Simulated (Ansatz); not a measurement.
Geometry optimisation in Ansatz: input, command and trajectory.

```yaml
crystal:
  lattice:
    - [3.536, 0.0, 0.0]
    - [-1.768, 3.0622658278, 0.0]
    - [0.0, 0.0, 6.004]
  atoms:
    - { symbol: Ti, position: [0.0, 0.0, 0.0] }
    - { symbol: Se, position: [0.3333333333, 0.6666666667, 0.2552] }
    - { symbol: Se, position: [0.6666666667, 0.3333333333, 0.7448] }
basis:
  ecutwfc: 420
kpoints:
  mp_grid: { grid: [12, 12, 6] }
hamiltonian:
  xc: pbe
  dispersion: d3bj
scf:
  occupations: { method: gaussian, width: 0.1 }
output:
  forces: true
  stress: true
  eigenvalues: true
relax:
  adjacent_minimum: "off"
  f_tol: 0.02
  max_steps: 70
  cell: { stress_tol: 0.1 }
```

```bash
ansatz run input.yaml --threads 2 --pin off --max-ram 5120MiB --backend cpu --events-out ev --progress --plain --runs-dir out
```

Computed with DFT PBE+D3(BJ), scalar-relativistic, plane waves, PAW in Ansatz 0.2.0.

Of 5 frames 5 are shown, positions in Å and forces in eV/Å; the SCF threshold varies from step to step. Steps run on the plane waves of an earlier cell, with a Pulay correction in the pressure. The basis is chosen afresh for the last frame, the zero of the energies, and can be on the way; energy and pressure step there, also at an unchanged geometry. The mark taken_back stands on steps that the optimiser undid.

```xyz
3
Lattice="3.5360 0.0000 0.0000 -1.7680 3.0623 0.0000 0.0000 0.0000 6.0040" Properties=species:S:1:pos:R:3:forces:R:3 pbc="T T T" step=1 free_energy_over_end_meV_per_atom=7.67 pressure_GPa=-1.68
Ti    0.0000    0.0000    0.0000    0.0000    0.0000    0.0000
Se    0.0000    2.0415    1.5322    0.0000    0.0000    0.0780
Se    1.7680    1.0208    4.4718    0.0000    0.0000   -0.0780
3
Lattice="3.4208 0.0000 0.0000 -1.7104 2.9625 0.0000 0.0000 0.0000 5.7810" Properties=species:S:1:pos:R:3:forces:R:3 pbc="T T T" step=2 free_energy_over_end_meV_per_atom=13.79 pressure_GPa=0.68 taken_back
Ti    0.0000    0.0000    0.0000    0.0000    0.0000    0.0000
Se    0.0000    1.9750    1.6065    0.0000    0.0000   -0.4880
Se    1.7104    0.9875    4.1745    0.0000    0.0000    0.4880
3
Lattice="3.4829 0.0000 0.0000 -1.7414 3.0163 0.0000 0.0000 0.0000 5.9144" Properties=species:S:1:pos:R:3:forces:R:3 pbc="T T T" step=3 free_energy_over_end_meV_per_atom=0.26 pressure_GPa=-0.11
Ti    0.0000    0.0000    0.0000    0.0000    0.0000    0.0000
Se    0.0000    2.0108    1.5522    0.0000    0.0000    0.0410
Se    1.7414    1.0054    4.3622    0.0000    0.0000   -0.0410
3
Lattice="3.4794 0.0000 0.0000 -1.7397 3.0132 0.0000 0.0000 0.0000 5.8621" Properties=species:S:1:pos:R:3:forces:R:3 pbc="T T T" step=4 free_energy_over_end_meV_per_atom=-0.11 pressure_GPa=0.00
Ti    0.0000    0.0000    0.0000    0.0000    0.0000    0.0000
Se    0.0000    2.0088    1.5554    0.0000    0.0000   -0.0180
Se    1.7397    1.0044    4.3067    0.0000    0.0000    0.0180
3
Lattice="3.4794 0.0000 0.0000 -1.7397 3.0132 0.0000 0.0000 0.0000 5.8621" Properties=species:S:1:pos:R:3:forces:R:3 pbc="T T T" step=5 free_energy_over_end_meV_per_atom=0.00 pressure_GPa=0.00
Ti    0.0000    0.0000    0.0000    0.0000    0.0000    0.0000
Se    0.0000    2.0088    1.5554    0.0000    0.0000   -0.0180
Se    1.7397    1.0044    4.3067    0.0000    0.0000    0.0180
```

The run took 23 s on 2 threads of Intel(R) Xeon(R) Platinum 8259CL CPU @ 2.50GHz (Skylake/Cascade Lake), on a shared host, peak memory 0.61 GiB.